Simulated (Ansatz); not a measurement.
Wanted: the native input for an Ansatz 0.2.0 run.

| Quantity | Value |
| --- | --- |
| Task | relaxation of cell and atoms |
| Functional | revPBE |
| Dispersion | D4 |
| Potentials or basis | Ansatz PAW |
| Cutoff | 420 eV (not typed: the program's choice for these potentials) |
| k mesh | 12 × 12 × 12 |
| Occupations | fermi-dirac, width 0.05 eV |
| Spin | no spin polarisation |

The system is Mo.

```xyz
1
Lattice="-1.5838 1.5838 1.5838 1.5838 -1.5838 1.5838 1.5838 1.5838 -1.5838" Properties=species:S:1:pos:R:3 pbc="T T T"
Mo    0.0000    0.0000    0.0000
```

The input as run:

input.yaml

```yaml
crystal:
  lattice:
    - [-1.5838089719, 1.5838089719, 1.5838089719]
    - [1.5838089719, -1.5838089719, 1.5838089719]
    - [1.5838089719, 1.5838089719, -1.5838089719]
  atoms:
    - { symbol: Mo, position: [0.0, 0.0, 0.0] }
hamiltonian:
  xc: revpbe
  pseudopotentials: { kind: paw }
  dispersion: d4
kpoints:
  mp_grid: { grid: [12, 12, 12] }
scf:
  occupations: { method: fermi_dirac, width: 0.05 }
output:
  forces: true
  stress: true
  eigenvalues: true
relax:
  f_tol: 0.01
  max_steps: 40
  cell: { stress_tol: 0.05 }
```

Potentials or basis: Ansatz PAW.

Launch:

```bash
$ ansatz run input.yaml --threads 2 --pin off --max-ram 5632MiB --backend cpu --events-out ev --progress --plain --runs-dir out
```

Results of the run:

```json
{
  "Relaxed volume": "15.36 Å³/atom",
  "Relaxed cell": "a = 2.712 Å, b = 2.712 Å, c = 2.712 Å, α = 109.47°, β = 109.47°, γ = 109.47°",
  "Space group after relaxing (to 0.05 Å)": "Im-3m (No. 229)",
  "Energy gained by relaxing": "14.8 meV/atom",
  "Ionic steps": "4",
  "Pressure after relaxing": "0.0 GPa",
  "Band gap on the k mesh": "none (metal or under the smearing width)"
}
```

Caveat: the plane-wave basis is chosen anew once the cell has moved, so the energies of steps on either side of that aren't comparable; pairwise dispersion overbinds metals, which lowers pressure and volume; the PAW data sets come from PBE, with cores solved anew for the run's functional, which leaves a small shift of forces and pressure.

Wall time 3.5 s on 2 threads of Intel(R) Xeon(R) Platinum 8259CL CPU @ 2.50GHz (Skylake/Cascade Lake) (shared host), peak memory 0.35 GiB.
